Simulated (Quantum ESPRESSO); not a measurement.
Here is a Quantum ESPRESSO 7.5 calculation.

File pw.in:

```
&CONTROL
  calculation = 'vc-relax'
  prefix = 'pwscf'
  outdir = './tmp'
  pseudo_dir = './pseudo'
  tprnfor = .true.
  tstress = .true.
  disk_io = 'low'
  nstep = 40
  forc_conv_thr = 0.0004
  etot_conv_thr = 1d-05
/
&SYSTEM
  ibrav = 0
  nat = 2
  ntyp = 2
  ecutwfc = 52
  ecutrho = 414
  nbnd = 13
  occupations = 'smearing'
  smearing = 'fd'
  degauss = 0.00367493
/
&ELECTRONS
  conv_thr = 4d-10
  electron_maxstep = 120
  mixing_beta = 0.5
/
&IONS
  ion_dynamics = 'bfgs'
/
&CELL
  cell_dynamics = 'bfgs'
  press = 300
  press_conv_thr = 0.3
/
ATOMIC_SPECIES
Si    28.0850 si_pbesol_v1.uspp.F.UPF
Mg    24.3050 mg_pbesol_v1.4.uspp.F.UPF
CELL_PARAMETERS bohr
   5.4960681225    0.0000000000    0.0000000000
   0.0000000000    5.4960681225    0.0000000000
   0.0000000000    0.0000000000    7.7543532024
ATOMIC_POSITIONS bohr
Si     2.7480340613    2.7480340613    3.8771766012
Mg     0.0000000000    0.0000000000    0.0000000000
K_POINTS automatic
9 9 7 0 0 0
```

Potentials or basis: GBRV 1.5 PBEsol.

Launch:

```console
$ OMP_NUM_THREADS=1 mpirun -n 2 pw.x -nk 2 -in pw.in > pw.out
```

(1) Estimate the relaxed cell.

(2) Predict the relaxed volume.

(3) Predict the space group after relaxing (to 0.05 Å).

## Answers

(1) a = 2.638 Å, b = 2.638 Å, c = 3.725 Å, α = 90.00°, β = 90.00°, γ = 90.00°.

(2) 12.96 Å³/atom.

(3) P4/mmm (No. 123).

Caveat: the volume moved by over 15 % at a fixed basis, so the end points are rough.
